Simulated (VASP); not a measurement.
# GaN (P6_3mc) in VASP: notebook

One crystal, GaN, is run at these levels: PBE; tasks: relaxation of cell and atoms.

All numbers are computed with VASP 6.6.1; they aren't measurements. Logs are shortened: lines on timing, memory, paths and dates and some standing lists are left out, and cuts for length are marked.

**1. The structure**

The structure is hexagonal, space group P6_3mc (No. 186). Conventional cell: a = 3.180 Å, b = 3.180 Å, c = 5.166 Å, α = 90.00°, β = 90.00°, γ = 120.00°. Ga (site symmetry 3m) is surrounded by 4 N at 1.94 to 1.95 Å. N (site symmetry 3m) has 4 Ga at 1.94 to 1.95 Å as nearest neighbours.

**2. Relaxation of cell and atoms, PBE**

File INCAR:

```
SYSTEM = GaN
ALGO = Normal
AMIX = 0.2
EDIFF = 1E-7
EDIFFG = -0.002
ENCUT = 520
GGA = PE
IBRION = 2
ISIF = 3
ISMEAR = 0
LASPH = .True.
LCHARG = .False.
LREAL = .False.
LWAVE = .False.
NELM = 80
NSW = 80
PREC = Accurate
SIGMA = 0.02
```

File KPOINTS:

```
k-points
0
Gamma
  12 12 6
  0 0 0
```

File POSCAR:

```
GaN
1.0
    3.1800000000      0.0000000000      0.0000000000
   -1.5900000000      2.7539607800      0.0000000000
    0.0000000000      0.0000000000      5.1660000000
Ga N
2 2
Direct
    0.3333333300      0.6666666700      0.0000000000
    0.6666666700      0.3333333300      0.5000000000
    0.3333333300      0.6666666700      0.3750000000
    0.6666666700      0.3333333300      0.8750000000
```

Potentials or basis: VASP PAW PBE potentials, release 64 (Ga_d, N).

Started as:

```bash
> cat potpaw_PBE.64/Ga_d/POTCAR potpaw_PBE.64/N/POTCAR > POTCAR
> mpirun -np 1 vasp_std > vasp.out
```

OUTCAR:

```text
SYSTEM = GaN
   AMIX = 0.2
   EDIFF = 1E-7
   EDIFFG = -0.002
   ENCUT = 520
   GGA = PE
   IBRION = 2
   ISIF = 3
   ISMEAR = 0
   LASPH = .True.
   LREAL = .False.
   NELM = 80
   NSW = 80
   PREC = Accurate

 ion  position               nearest neighbor table
   1  0.333  0.667  0.000-   3 1.94   4 1.95   4 1.95   4 1.95
   2  0.667  0.333  0.500-   4 1.94   3 1.95   3 1.95   3 1.95
   3  0.333  0.667  0.375-   1 1.94   2 1.95   2 1.95   2 1.95
   4  0.667  0.333  0.875-   2 1.94   1 1.95   1 1.95   1 1.95

  LATTYP: Found a hexagonal cell.
 ALAT       =     3.1800000000
 C/A-ratio  =     1.6245283019

  Lattice vectors:

 A1 = (   3.1800000000,   0.0000000000,   0.0000000000)
 A2 = (  -1.5900000000,   2.7539607800,   0.0000000000)
 A3 = (   0.0000000000,   0.0000000000,   5.1660000000)

Analysis of symmetry for initial positions (statically):
=====================================================================
 Subroutine PRICEL returns:
 Original cell was already a primitive cell.

 Routine SETGRP: Setting up the symmetry group for a
 hexagonal supercell.

 Subroutine GETGRP returns: Found 12 space group operations
 (whereof  6 operations were pure point group operations)
 out of a pool of 24 trial point group operations.

The static configuration has the point symmetry C_3v.
 The point group associated with its full space group is C_6v.

Analysis of symmetry for dynamics (positions and initial velocities):
=====================================================================
 Subroutine PRICEL returns:
 Original cell was already a primitive cell.

 Routine SETGRP: Setting up the symmetry group for a
 hexagonal supercell.

 Subroutine GETGRP returns: Found 12 space group operations
 (whereof  6 operations were pure point group operations)
 out of a pool of 24 trial point group operations.

The dynamic configuration has the point symmetry C_3v.
 The point group associated with its full space group is C_6v.

 Subroutine INISYM returns: Found 12 space group operations
 (whereof  6 operations are pure point group operations),
 and found     1 'primitive' translations

----------------------------------------------------------------------------------------

                                     Primitive cell

  volume of cell :      45.2417

  direct lattice vectors                    reciprocal lattice vectors
     3.180000000  0.000000000  0.000000000     0.314465409  0.181556689  0.000000000
    -1.590000000  2.753960780  0.000000000     0.000000000  0.363113377  0.000000000
     0.000000000  0.000000000  5.166000000     0.000000000  0.000000000  0.193573364

  length of vectors
     3.180000000  3.179999997  5.166000000     0.363113377  0.363113377  0.193573364

  position of ions in fractional coordinates (direct lattice)
     0.333333330  0.666666670  0.000000000
     0.666666670  0.333333330  0.500000000
     0.333333330  0.666666670  0.375000000
     0.666666670  0.333333330  0.875000000

  ion indices of the primitive-cell ions
   primitive index   ion index
                 1           1
                 2           2
                 3           3
                 4           4

----------------------------------------------------------------------------------------

 KPOINTS: k-points

Automatic generation of k-mesh.
 Grid dimensions read from file:
 generate k-points for:   12   12    6

 Generating k-lattice:

  Cartesian coordinates                     Fractional coordinates (reciprocal lattice)
     0.026205451  0.015129724  0.000000000     0.083333333  0.000000000  0.000000000
     0.000000000  0.030259448  0.000000000     0.000000000  0.083333333  0.000000000
     0.000000000  0.000000000  0.032262227     0.000000000  0.000000000  0.166666667

  Length of vectors
     0.030259448  0.030259448  0.032262227

  Shift w.r.t. Gamma in fractional coordinates (k-lattice)
     0.000000000  0.000000000  0.000000000

 Subroutine IBZKPT returns following result:
 ===========================================

 Found     76 irreducible k-points:

 Following reciprocal coordinates:
            Coordinates               Weight
  0.000000  0.000000  0.000000      1.000000
  0.083333  0.000000  0.000000      6.000000
  0.166667 -0.000000  0.000000      6.000000
  0.250000 -0.000000  0.000000      6.000000
  0.333333  0.000000  0.000000      6.000000
  0.416667 -0.000000  0.000000      6.000000
[... 16 lines left out ...]
  0.250000 -0.000000  0.166667     12.000000
  0.333333  0.000000  0.166667     12.000000
 [... further k-points ...]
   k-points           NKPTS =     76   k-points in BZ     NKDIM =     76   number of bands    NBANDS=     22
   number of dos      NEDOS =    301   number of ions     NIONS =      4
   total plane-waves  NPLWV =  23040
   dimension x,y,z NGX =    24 NGY =   24 NGZ =   40
   dimension x,y,z NGXF=    48 NGYF=   48 NGZF=   80
   ions per type =               2   2
   NGX,Y,Z   is equivalent  to a cutoff of  12.55, 12.55, 12.87 a.u.
   NGXF,Y,Z  is equivalent  to a cutoff of  25.09, 25.09, 25.74 a.u.
 SYSTEM =  GaN
   PREC   = accura    normal or accurate (medium, high low for compatibility)
   ISTART =      0    job   : 0-new  1-cont  2-samecut
   ICHARG =      2    charge: 1-file 2-atom 10-const
   ISPIN  =      1    spin polarized calculation?
   LNONCOLLINEAR =      F non collinear calculations
   LSORBIT =      F    spin-orbit coupling
   LASPH  =      T    aspherical Exc in radial PAW
   ENCUT  =  520.0 eV  38.22 Ry    6.18 a.u.   5.91  5.91  9.61*2*pi/ulx,y,z
   NELM   =     80;   NELMIN=  2; NELMDL= -5     # of ELM steps
   EDIFF  = 0.1E-06   stopping-criterion for ELM
   LREAL  =      F    real-space projection
   EDIFFG = -.2E-02   stopping-criterion for IOM
   NSW    =     80    number of steps for IOM
   IBRION =      2    ionic relax: 0-MD 1-quasi-New 2-CG
   NFREE  =      1    steps in history (QN), initial steepest desc. (CG)
   ISIF   =      3    stress and relaxation
   ISYM   =      2    0-nonsym 1-usesym 2-fastsym
   POTIM  = 0.5000    time-step for ionic-motion
   TEBEG  =    0.0;   TEEND  =   0.0 temperature during run
   PSTRESS=    0.0 pullay stress
   NELECT =      36.0000    total number of electrons
   NUPDOWN=      -1.0000    fix difference up-down
   EMIN   =  10.00;   EMAX   =-10.00  energy-range for DOS
   EFERMI =   0.00;   METHOD = LEGACY
   ISMEAR =     0;   SIGMA  =   0.02  broadening in eV -4-tet -1-fermi 0-gaus
   EFERMI_NEDOS =   21; number of points for ismear=-14 and -15
   IALGO  =     38    algorithm
   IMIX   =      4    mixing-type and parameters
     AMIX     =   0.20;   BMIX     =  1.00
     AMIX_MAG =   0.80;   BMIX_MAG =  1.00
  volume/ion in A,a.u.               =      11.31        76.33
  Fermi-wavevector in a.u.,A,eV,Ry     =   1.517036  2.866782 31.312427  2.301398
  Thomas-Fermi vector in A             =   2.626345
   LORBIT       =      0    0 simple, 1 ext, 2 COOP (PROOUT), +10 PAW based schemes
   GGA     = PE    functional components
   LHFCALC =     F    Hartree Fock is set to
   AEXX    =    0.0000 exact exchange contribution
   IVDW    =     0    specifies the selected vdW correction
   LEPSILON=     F    determine dielectric tensor
   LRPA    =     F    only Hartree local field effects (RPA)
 conjugate gradient relaxation of ions
 non-spin polarized calculation
 Gauss-broadening in eV      SIGMA  =   0.02
  energy-cutoff  :      520.00
  volume of cell :       45.24
 maximum number of plane-waves:      1236
 NGX is ok and might be reduce to    24
   NGX = 11   NGY = 11   NGZ = 19

--------------------------------------- Ionic step        1  -------------------------------------------

 number of electron      36.0000002 magnetization

 Free energy of the ion-electron system (eV)
  ---------------------------------------------------
  ext. energy  EPLUGINS =         0.00000000
  ---------------------------------------------------
  free energy    TOTEN  =       -24.28509773 eV

  energy without entropy =      -24.28509773  energy(sigma->0) =      -24.28509773

------------------------ aborting loop because EDIFF is reached ----------------------------------------

  FORCE on cell =-STRESS in cart. coord.  units (eV):
  Direction    XX          YY          ZZ          XY          YZ          ZX
  --------------------------------------------------------------------------------------
  -------------------------------------------------------------------------------------
  Total        1.8869148      1.8869148      2.5000597      0.0000000      0.0000000     -0.0000000
  in kB       66.8226357     66.8226355     88.5363670      0.0000000      0.0000000     -0.0000000
  external PRESSURE =      74.0605460 kB  Pullay stress =       0.0000000 kB
[... 251 lines left out ...]
  energy  without entropy=      -24.3267284157  energy(sigma->0) =      -24.32672842

--------------------------------------- Ionic step        8  -------------------------------------------

 number of electron      35.9999957 magnetization

 Free energy of the ion-electron system (eV)
  ---------------------------------------------------
  ext. energy  EPLUGINS =         0.00000000
  ---------------------------------------------------
  free energy    TOTEN  =       -24.32673495 eV

  energy without entropy =      -24.32673495  energy(sigma->0) =      -24.32673495

 E-fermi :   5.1160     XC(G=0): -11.5129

 val. band max:        5.0046503456   @ k =   0.0000   0.0000   0.0000
 cond. band min:       6.7172409504   @ k =   0.0000   0.0000   0.0000
 fundamental gap:      1.7125906048
 Fermi energy:         5.1160431479

 k-point     1 :       0.0000    0.0000    0.0000
  band No.  band energies     occupation
      1     -10.7273      2.00000
      2      -9.9056      2.00000
      3      -8.4160      2.00000
      4      -8.4016      2.00000
      5      -8.4016      2.00000
      6      -8.3460      2.00000
[... 574 lines left out ...]
      6      -8.2153      2.00000
[... 14 lines left out ...]
     21      11.8896      0.00000
     22      13.0699      0.00000

 [... further k-points ...]

------------------------ aborting loop because EDIFF is reached ----------------------------------------

  FORCE on cell =-STRESS in cart. coord.  units (eV):
  Direction    XX          YY          ZZ          XY          YZ          ZX
  --------------------------------------------------------------------------------------
  -------------------------------------------------------------------------------------
  Total        0.0021710      0.0021710      0.0025638      0.0000000      0.0000000      0.0000000
  in kB        0.0739230      0.0739230      0.0872991      0.0000000      0.0000000      0.0000000
  external PRESSURE =       0.0783817 kB  Pullay stress =       0.0000000 kB
[... 19 lines left out ...]
  FREE ENERGIE OF THE ION-ELECTRON SYSTEM (eV)
  ---------------------------------------------------
  free  energy   TOTEN  =       -24.3267349470 eV

  energy  without entropy=      -24.3267349470  energy(sigma->0) =      -24.32673495

 reached required accuracy - stopping structural energy minimisation
```

Wall time 2.4 min (1 thread of Intel Xeon 6975P-C (Granite Rapids), shared host); peak memory 0.21 GiB.

What came out:

| Property | Result |
| --- | --- |
| Free energy | -24.3267 eV |
| Relaxed volume | 11.76 Å³/atom |
| Relaxed cell | a = 3.219 Å, b = 3.219 Å, c = 5.244 Å, α = 90.00°, β = 90.00°, γ = 120.00° |
| Space group after relaxing (to 0.05 Å) | P6_3mc (No. 186) |
| Energy gained by relaxing | 10.4 meV/atom |
| Ionic steps | 8 |
| Pressure after relaxing | 0.0 GPa |
| Band gap on the k mesh | 1.71 eV, direct |

The path:
```
step  energy change (eV)  largest force (eV/Å)  pressure (GPa)  volume (Å³)
   1              0.0000                0.1346            7.41        45.24
   2             -0.0099                0.0607           -5.62        48.75
   3             -0.0416                0.0129           -0.02        47.06
   4             -0.0416                0.0150            0.13        47.02
   5             -0.0416                0.0072            0.13        47.02
   6             -0.0416                0.0005            0.13        47.02
   7             -0.0416                0.0001           -0.12        47.08
   8             -0.0416                0.0002            0.01        47.05
```

Final structure:
```
CELL_PARAMETERS angstrom
3.21872 0.00000 0.00000
-1.60936 2.78749 0.00000
0.00000 0.00000 5.24428
ATOMIC_POSITIONS crystal
Ga 0.33333 0.66667 0.99914
Ga 0.66667 0.33333 0.49914
N 0.33333 0.66667 0.37586
N 0.66667 0.33333 0.87586
```

**3. Relaxation of cell and atoms, PBE**

This run uses another cell than the first one, of 11.76 Å³/atom, 1.040 times its volume.

INCAR is that of step 2.

KPOINTS is that of step 2.

File POSCAR:

```
GaN                                     
1.0
    3.2187183023      0.0000000000     -0.0000000000
   -1.6093591511      2.7874918132      0.0000000000
   -0.0000000000     -0.0000000000      5.2442803370
  Ga              N             
     2     2
Direct
     0.3333333300000021    0.6666666699999979    0.9991428011250559
     0.6666666699999979    0.3333333300000021    0.4991428011250560
     0.3333333300000021    0.6666666699999979    0.3758571988749440
     0.6666666699999979    0.3333333300000021    0.8758571988749441
```

Potentials or basis: VASP PAW PBE potentials, release 64 (Ga_d, N).

Started as:

```bash
> cat potpaw_PBE.64/Ga_d/POTCAR potpaw_PBE.64/N/POTCAR > POTCAR
> mpirun -np 1 vasp_std > vasp.out
```

It took 58 s on 1 thread of Intel Xeon 6975P-C (Granite Rapids), shared host; peak memory 0.21 GiB.

Results (log left out):

```
Free energy                            : -24.3279 eV
Relaxed volume                         : 11.77 Å³/atom
Relaxed cell                           : a = 3.219 Å, b = 3.219 Å, c = 5.245 Å, α = 90.00°, β = 90.00°, γ = 120.00°
Space group after relaxing (to 0.05 Å) : P6_3mc (No. 186)
Energy gained by relaxing              : 0.0 meV/atom
Ionic steps                            : 3
Pressure after relaxing                : 0.0 GPa
Band gap on the k mesh                 : 1.71 eV, direct
```

Final structure:
```yaml
crystal:
  lattice:
    - [3.21889, 0.00000, 0.00000]
    - [-1.60944, 2.78764, 0.00000]
    - [0.00000, 0.00000, 5.24457]
  atoms:
    - { symbol: Ga, position: [0.33333, 0.66667, 0.99914] }
    - { symbol: Ga, position: [0.66667, 0.33333, 0.49914] }
    - { symbol: N, position: [0.33333, 0.66667, 0.37586] }
    - { symbol: N, position: [0.66667, 0.33333, 0.87586] }
```

Levels at points of the mesh, in eV from the valence-band top:
```csv
k point,band 14,band 15,band 16,band 17,band 18,band 19,band 20,band 21,band 22
"(0.00, 0.00, 0.00)",-0.99,-0.99,-0.04,0.00,0.00,1.71,4.06,9.02,9.73
"(0.50, 0.00, 0.00)",-5.19,-4.06,-2.64,-2.11,-0.96,4.98,5.37,5.98,8.34
"(0.00, 0.00, 0.50)",-3.79,-0.51,-0.51,-0.51,-0.51,4.06,4.06,8.31,8.31
"(0.50, 0.00, 0.50)",-6.44,-1.87,-1.87,-1.83,-1.83,4.31,4.31,7.57,7.57
```
